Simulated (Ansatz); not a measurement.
Runs of Ansatz 0.2.0 on Te2Mo. The cell holds a slab with vacuum, 6 atoms: a = 6.362 Å, b = 3.480 Å, c = 36.176 Å, α = 90.00°, β = 90.14°, γ = 90.00°. 

```csv
task,level,cell,points for each segment of the path,relaxed volume (Å³/atom),largest force (eV/Å)
relaxation of cell and atoms,PBE+D4,relaxed,-,129.95,-
band structure,LDA,as given,14,-,0.48
relaxation of cell and atoms,revPBE+D3(BJ),relaxed,-,(b),-
relaxation of cell and atoms,PBE+D3(BJ),relaxed,-,129.93,0.01
relaxation of cell and atoms,revPBE+D4,relaxed,-,(a),-
```

Alike in all rows: potentials or basis Ansatz PAW; no spin polarisation; k mesh 4 × 8 × 1; cutoff (eV) 420; smearing fermi-dirac 0.05 eV.

Question: Fill in the values left out.

Answer: (a) 129.75; (b) 128.25.

Caveats: the plane-wave basis is chosen anew once the cell has moved, so the energies of steps on either side of that aren't comparable (some runs); the PAW data sets come from PBE, with cores solved anew for the run's functional, which leaves a small shift of forces and pressure (some runs).
